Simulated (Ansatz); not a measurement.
MgSi:

```
CELL_PARAMETERS angstrom
2.90839 0.00000 0.00000
0.00000 2.90839 0.00000
0.00000 0.00000 4.10343
ATOMIC_POSITIONS crystal
Si 0.50000 0.50000 0.50000
Mg 0.00000 0.00000 0.00000
```

The cell comes from a database or a generator and needn't be the stable form of this composition.

```yaml
Program: Ansatz 0.2.0
Task: relaxation of cell and atoms
Functional: BLYP
Dispersion: D3(BJ)
Potentials_or_basis: Ansatz PAW
Cutoff: "420 eV (not typed: the program's choice for these potentials)"
k_mesh: 9 × 9 × 7
Occupations: fermi-dirac, width 0.05 eV
Spin: no spin polarisation
```

At the start: volume 17.35 Å³/atom.

Problem. How do energy, volume and symmetry change on relaxing?

Solution. It ends after 6 steps and the volume is 16.31 Å³/atom (-6.0 %); space group P4/mmm (No. 123, to 0.05 Å).

Step by step:
| step | energy change (eV) | largest force (eV/Å) | volume (Å³) |
| --- | --- | --- | --- |
| 1 | 0.0000 | 0.0000 | 34.71 |
| 2 | -0.0698 | 0.0000 | 32.83 |
| 3 | -0.0766 | 0.0000 | 32.37 |
| 4 | -0.0770 | 0.0000 | 32.58 |
| 5 | -0.0770 | 0.0000 | 32.61 |
| 6 | -0.0769 | 0.0000 | 32.61 |

Final structure:
```
CELL_PARAMETERS angstrom
2.92256 0.00000 0.00000
0.00000 2.92256 0.00000
0.00000 0.00000 3.81796
ATOMIC_POSITIONS crystal
Si 0.50000 0.50000 0.50000
Mg 0.00000 0.00000 0.00000
```

Caveat: the plane-wave basis is chosen anew once the cell has moved, so the energies of steps on either side of that aren't comparable; pairwise dispersion overbinds metals, which lowers pressure and volume; the PAW data sets come from PBE, with cores solved anew for the run's functional, which leaves a small shift of forces and pressure.
